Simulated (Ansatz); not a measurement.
AlAs in the zincblende structure, relaxed with r2SCAN in the PAW code Ansatz: the symmetry is F-43m (No. 216, cubic); conventional cell a = 5.678 Å, 22.88 Å³ an atom. Al has 4 As at 2.46 Å; As has 4 Al at 2.46 Å. The primitive cell holds 2 atoms in 45.76 Å³. No magnetic order and no zero-point or thermal motion.

Computed values: Without spin-orbit coupling PBE's valence top is a threefold level at Γ and the gap is 1.460 eV; with it the level splits into four states above two, Δ₀ = 0.298 eV apart. HSE06 (6×6×6) gives a least gap of 2.09 eV and a least direct gap of 2.88 eV. PBE's ε∞ is 9.34.

What is the density?
The cell holds 1 Al, 1 As: M = 1×26.982 + 1×74.922 = 101.90 u in V = 45.76 Å³. ρ = 1.66054 × M/V = 1.66054 × 101.90/45.76 = 3.698 g/cm³, for the static r2SCAN lattice.

If the centre of gravity stays and the conduction band doesn't move, what gap follows with spin-orbit coupling?
The fourfold level rises by Δ₀/3 = 0.099 eV and the twofold one falls by 2Δ₀/3, so E_g ≈ 1.460 − 0.099 = 1.361 eV. The PBE+SOC run gives 1.363 eV, +0.002 eV from the estimate.

At what wavelength does absorption set in by HSE06, excitons left aside?
λ = 1239.84 eV nm/E: 593 nm for the least gap, where it needs phonons and is weak, and 430 nm for direct transitions. The direct edge lies in the visible range.

What refractive index and reflectivity at normal incidence follow, below the gap and above the phonons?
n = √9.34 = 3.056; R = ((n − 1)/(n + 1))² = (2.056/4.056)² = 25.7 % a face.

Only the levels marked +SOC include spin-orbit coupling.

The meshes of the hybrids are coarse, so their gaps aren't converged to the digits shown.
